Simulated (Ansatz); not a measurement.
Working through a relaxation driven by ASE of MnS, space group Pm-3m

With Ansatz's Python interface.

The cells in order, each with its output:

```python
import warnings

import ansatz
from ase import Atoms
from ase.calculators.calculator import Calculator, all_changes
from ase.optimize import BFGS
import numpy as np
```

```python
class AnsatzEngine(Calculator):
    implemented_properties = ["energy", "free_energy", "forces"]

    def calculate(self, atoms=None, properties=("energy",), system_changes=all_changes):
        super().calculate(atoms, properties, system_changes)
        bare = self.atoms.copy()
        bare.set_constraint()
        bare.set_momenta(None)
        job = (
            ansatz.Crystal.from_ase(bare).calculation()
            .kpoints(5, 5, 5)
            .occupations("fermi_dirac", width=10 * ansatz.meV)
            .pseudopotentials("nc")
            .scf(tolerance=1e-07)
            .functional("r2scan")
            .spin(ansatz.SpinTreatment.COLLINEAR)
            .initial_density(normalization="cell")
            .forces()
        )
        report = job.run().report
        self.results["free_energy"] = report["lagrangian_ev"]
        self.results["energy"] = report.get("lagrangian_sigma0_ev", report["lagrangian_ev"])
        self.results["forces"] = np.array(report["forces_ev_ang"])
```

```python
warnings.simplefilter("ignore")
atoms = Atoms(
    ["Mn", "S"],
    cell=[(3.09904, 0.0, 0.0), (0.0, 3.09904, 0.0), (0.0, 0.0, 3.09904)],
    scaled_positions=[
        (0.5, 0.5, 0.5),
        (0.0, 0.0, 0.0),
    ],
    pbc=True,
)
atoms.set_initial_magnetic_moments([5.2, 0.0])
atoms.rattle(0.1, seed=23)
atoms.calc = AnsatzEngine()
before = atoms.get_potential_energy(), atoms.get_volume()
optimiser = BFGS(atoms, logfile=None)
```

```python
def tell():
    fmax = np.linalg.norm(atoms.get_forces(), axis=1).max()
    print(f"step {optimiser.nsteps:2d}  E = {atoms.get_potential_energy():.5f} eV  fmax = {fmax:.4f}  V = {atoms.get_volume():.3f} A^3")
```

```python
optimiser.attach(tell)
met = optimiser.run(fmax=0.02, steps=12)
print("threshold met:", bool(met), " energy gained:", round(before[0] - atoms.get_potential_energy(), 5), "eV")
print("cell lengths and angles:", np.round(atoms.cell.cellpar(), 3))
np.round(atoms.get_scaled_positions(), 4)
```

    step  0  E = -3493.54440 eV  fmax = 0.0953  V = 29.763 A^3
    step  1  E = -3493.54466 eV  fmax = 0.0917  V = 29.763 A^3
    step  2  E = -3493.54802 eV  fmax = 0.0078  V = 29.763 A^3
    threshold met: True  energy gained: 0.00362 eV
    cell lengths and angles: [ 3.099  3.099  3.099 90.    90.    90.   ]
    array([[0.5257, 0.5108, 0.4706],
           [0.0264, 0.0127, 0.9704]])

Notes:
- These settings explore the input space; cutoff and mesh may be short of convergence.
- Other magnetic orders than the one started from may lie lower.
- Such functionals run on norm-conserving files made under PBE, which can move pressures by some GPa.
- The mesh is modest for a metal, so energies can be off by several to tens of meV an atom and pressures by half a GPa or more; differences at equal mesh fare better.
- With one magnetic atom the cell can hold only ferromagnetic order.
- Without a Hubbard U or exact exchange, semilocal functionals often make such 3d compounds metallic or too weakly gapped.
- r2SCAN tends to overestimate the moments of itinerant magnets.
- The structure comes from a database of computed cells and needn't be a stable or known phase.
- Finished in 8.1 min on 1 thread of Arm Neoverse V1, on a shared host, peak memory 0.8 GiB.
